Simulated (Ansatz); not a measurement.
# TiSi2: straining the crystal, equal strain of all cell vectors

One table from this session's results is given with a row withheld; the runs are named, their logs left out.

Method: DFT PBE, scalar-relativistic, plane waves, PAW, in Ansatz 0.2.0.

2 further runs of the same task are left out: 2 set aside as unsound or not needed.

### The structure to begin with

Symmetry: Cmcm, No. 63, orthorhombic system. The conventional cell has a = 3.548 Å, b = 13.561 Å, c = 3.579 Å, α = 90.00°, β = 90.00°, γ = 90.00°. Ti (site symmetry m2m) is surrounded by 10 Si at 2.59 to 2.83 Å. Around Si (site symmetry m2m) lie 2 Si at 2.40 Å and 6 Ti at 2.59 to 2.83 Å. Si (site symmetry m2m) is surrounded by 4 Si at 2.52 Å and 4 Ti at 2.67 to 2.68 Å.

As a file:

```cif
data_structure
_symmetry_space_group_name_H-M 'P 1'
_symmetry_Int_Tables_number 1
_cell_length_a 3.5476
_cell_length_b 13.5607
_cell_length_c 3.5792
_cell_angle_alpha 90.000
_cell_angle_beta 90.000
_cell_angle_gamma 90.000
_cell_volume 172.19
loop_
_atom_site_label
_atom_site_type_symbol
_atom_site_fract_x
_atom_site_fract_y
_atom_site_fract_z
_atom_site_occupancy
Ti1 Ti 0.50000 0.60318 0.75000 1
Ti2 Ti 0.00000 0.89682 0.25000 1
Ti3 Ti 0.00000 0.10318 0.75000 1
Ti4 Ti 0.50000 0.39682 0.25000 1
Si1 Si 0.50000 0.94085 0.75000 1
Si2 Si 0.00000 0.55915 0.25000 1
Si3 Si 0.00000 0.75017 0.75000 1
Si4 Si 0.50000 0.74983 0.25000 1
Si5 Si 0.00000 0.44085 0.75000 1
Si6 Si 0.50000 0.05915 0.25000 1
Si7 Si 0.50000 0.25017 0.75000 1
Si8 Si 0.00000 0.24983 0.25000 1
```

It goes back to an entry of the Materials Project, which need not be the stable form.

The unstrained cell comes from an earlier run at this level (12 atoms, E(σ→0) -15091.9360 eV, gap none (metal)).

The first run:

Contents of input.yaml:

```yaml
crystal:
  lattice:
    - [3.4766556974, 0.0, 0.0]
    - [0.0, 13.2894720428, 0.0]
    - [0.0, 0.0, 3.5076376971]
  atoms:
    - { symbol: Ti, position: [0.5, 0.603181052, 0.75] }
    - { symbol: Ti, position: [0.0, 0.896818948, 0.25] }
    - { symbol: Ti, position: [0.0, 0.103181052, 0.75] }
    - { symbol: Ti, position: [0.5, 0.396818948, 0.25] }
    - { symbol: Si, position: [0.5, 0.9408524757, 0.75] }
    - { symbol: Si, position: [0.0, 0.5591475243, 0.25] }
    - { symbol: Si, position: [0.0, 0.7501718639, 0.75] }
    - { symbol: Si, position: [0.5, 0.7498281361, 0.25] }
    - { symbol: Si, position: [0.0, 0.4408524757, 0.75] }
    - { symbol: Si, position: [0.5, 0.0591475243, 0.25] }
    - { symbol: Si, position: [0.5, 0.2501718639, 0.75] }
    - { symbol: Si, position: [0.0, 0.2498281361, 0.25] }
basis:
  ecutwfc: 420
kpoints:
  mp_grid: { grid: [10, 4, 10] }
hamiltonian:
  xc: pbe
scf:
  occupations: { method: gaussian, width: 0.1 }
output:
  forces: true
  stress: true
  eigenvalues: true
relax:
  adjacent_minimum: "off"
  f_tol: 0.008
  max_steps: 40
```

Run with:

```
> ansatz run input.yaml --threads 1 --pin off --max-ram 2560MiB --backend cpu --events-out ev --progress --plain --runs-dir out
```

Among the steps run: Strain -2.0 %; The cell strained by +2.0 %; At -4.0 %; Strain +4.0 %.

One table of the session follows, with a row left open; its other results are not shown here.

Lengths are those of the vectors of the cell that was run; stresses in GPa:

```
strain (%)  ΔE (meV/atom)  a (Å)   b (Å)  c (Å)
      -4.0           98.2  3.406  13.018  3.436
      -2.0           22.9  3.477  13.289  3.508
      +0.0            0.0  3.548  13.561  3.579
      +2.0              ?      ?       ?      ?
      +4.0           75.7  3.690  14.103  3.722
```

**Question.** Estimate the row for strain (%) = +2.0.

Worked estimate for «ΔE (meV/atom)». A straight line through the neighbours (0.0, 0.0) and (4.0, 75.7) gives 0.0 + (75.7 − 0.0) × (2.0 − 0.0) / (4.0 − 0.0) = 37.9; a parabola fitted to 3 rows on both sides gives 17.6.

**Answer.** ΔE (meV/atom): 20.2; a (Å): 3.619; b (Å): 13.832; c (Å): 3.651. In «ΔE (meV/atom)» the line misses by +17.7 and the parabola by -2.6.

ΔE is over the unstrained cell. Stress in GPa, positive in compression, on the Cartesian axes of the input. 

Caveats from the session: Warnings in the runs' records: stress scf threshold loose.
